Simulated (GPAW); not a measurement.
Input of a GPAW 26.7.0 run:

Contents of run.py:

```python
from ase.dft.bandgap import bandgap
from ase.io import read, write
from ase.units import GPa
from gpaw import GPAW, PW

atoms = read('Ge.xyz')

calc = GPAW(mode=PW(600),
            xc='PBE',
            kpts={'size': (11, 11, 10), 'gamma': True},
            occupations={'name': 'methfessel-paxton', 'order': 0, 'width': 0.05},
            nbands=8,
            convergence={'density': 1e-05, 'energy': 1e-05},
            maxiter=150,
            txt='gpaw.txt')
atoms.calc = calc
energy = atoms.get_potential_energy()
forces = atoms.get_forces()
stress = atoms.get_stress()
calc.write('gs.gpw')
write('result.traj', atoms)
print(f'Energy: {energy:.6f} eV')
print('Forces (eV/A):')
print(forces.round(4))
print('Stress (GPa):', (stress / GPa).round(3))
print('Fermi level:', round(calc.get_fermi_level(), 4), 'eV')
print(f'Gap: {bandgap(calc)[0]:.4f} eV, direct: {bandgap(calc, direct=True)[0]:.4f} eV')
```

The input Ge.xyz:

```xyz
1
Lattice="2.9520685600 0.0000000000 0.0000000000 -1.6295888913 2.4615338365 0.0000000000 0.0000000000 0.0000000000 2.6982310000" Properties=species:S:1:pos:R:3 pbc="T T T"
Ge     0.6612398343      1.2307669182      0.0000000000
```

Potentials or basis: GPAW PAW data sets (gpaw-data 1.2.1), pw.

Command:

```bash
$ OMP_NUM_THREADS=1 python run.py
```

Estimate the pressure.

-0.8 GPa.

Estimate the band gap on the k mesh.

none (metal or under the smearing width).

Stress tensor (GPa, compression positive):
```
-2.17  1.58  0.00
 1.58 -0.08  0.00
 0.00  0.00 -0.27
```
